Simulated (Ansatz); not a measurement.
Bulk crystal (TaSi₂) after relaxation:

```yaml
crystal:
  lattice:
    - [4.80564, 0.00000, 0.00000]
    - [-2.40282, 4.16181, 0.00000]
    - [0.00000, 0.00000, 6.59717]
  atoms:
    - { symbol: Ta, position: [0.50000, 0.00000, 0.00000] }
    - { symbol: Ta, position: [0.50000, 0.50000, 0.66667] }
    - { symbol: Ta, position: [0.00000, 0.50000, 0.33333] }
    - { symbol: Si, position: [0.15891, 0.31783, 0.00000] }
    - { symbol: Si, position: [0.84109, 0.15891, 0.66667] }
    - { symbol: Si, position: [0.68217, 0.84109, 0.33333] }
    - { symbol: Si, position: [0.84109, 0.68217, 0.00000] }
    - { symbol: Si, position: [0.15891, 0.84109, 0.66667] }
    - { symbol: Si, position: [0.31783, 0.15891, 0.33333] }
```

Miller indices refer to the conventional cell of P6_422 (No. 181), a = 4.806 Å, b = 4.806 Å, c = 6.597 Å, α = 90.00°, β = 90.00°, γ = 120.00°.

The (001) slab of 7 planes, 13.2 Å thick with 15 Å of vacuum as cut; outer planes TaSi2 (top) and TaSi2 (bottom).

These are results of DFT PBE, scalar-relativistic, plane waves, PAW (Ansatz), not measurements. Cutoff 420 eV; k points 9×9×1 on the computed 21-atom cell (Γ-centred); Gaussian smearing, width 0.10 eV; no spin polarisation. A dipole correction removes the field between periodic images along c.

With the atoms at the bulk's places:

- Surface energy (mean of both faces): 2.45 J/m²
- Work function: 4.06 eV

Q: What changes when all atoms relax within this surface cell and its symmetry?

A: The energy falls by 0.127 J/m² a face, and the largest move is 0.15 Å.

```
Surface energy (mean of both faces) : 2.32 J/m²
Work function                       : 4.21 eV
```

| plane (bottom to top) | atoms | spacing to next, bulk (Å) | relaxed (Å) | change (%) | rumpling (Å) |
| --- | --- | --- | --- | --- | --- |
| 1 | TaSi2 | 2.199 | 2.224 | +1.1 | 0.169 |
| 2 | TaSi2 | 2.199 | 2.207 | +0.4 | 0.046 |
| 3 | TaSi2 | 2.199 | 2.209 | +0.4 | 0.003 |
| 4 | TaSi2 | 2.199 | 2.209 | +0.4 | 0.000 |
| 5 | TaSi2 | 2.199 | 2.207 | +0.4 | 0.003 |
| 6 | TaSi2 | 2.199 | 2.224 | +1.1 | 0.046 |
| 7 | TaSi2 |  |  |  | 0.169 |

Spin-orbit coupling is left out, which matters for the bands of heavy elements.